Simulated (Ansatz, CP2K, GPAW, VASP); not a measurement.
Sc: 4 runs at one level of theory

```
CELL_PARAMETERS angstrom
3.30900 0.00000 0.00000
-1.65450 2.86568 0.00000
0.00000 0.00000 5.27330
ATOMIC_POSITIONS crystal
Sc 0.66667 0.33333 0.75000
Sc 0.33333 0.66667 0.25000
```

Alike in all runs: task single point; functional RPBE; k mesh 9 × 9 × 5; occupations gaussian, width 0.05 eV; no spin polarisation; no spin-orbit coupling. Pressure is positive in compression and, in plane waves, holds the error of the finite cutoff.

```tsv
program and potentials	plane-wave cutoff (eV)	notes	pressure (GPa)
CP2K, POTENTIAL_UZH Sc GTH-PBE-q11; TZVP-MOLOPT-PBE-GTH basis	-	atomic basis; potentials made for PBE	1.13
GPAW, the program's PAW data sets (release 1.2.1) made for this functional	600	-	1.19
Ansatz, all-electron LAPW, scalar-relativistic	-	-	1.32
VASP, PBE PAW files Sc_sv_GW, 550 eV	550	potentials made for PBE	0.62
```

The pressure spans 0.62 (VASP, PBE PAW files Sc_sv_GW, 550 eV) to 1.32 GPa (Ansatz, all-electron LAPW, scalar-relativistic), with all-electron results at 1.32. Rows in atomic bases carry the error of their basis and grid, which can be large.

The functional is the same throughout but for its coding, so the spread measures potentials, basis and numerics; runs on potential files found faulty are left out.
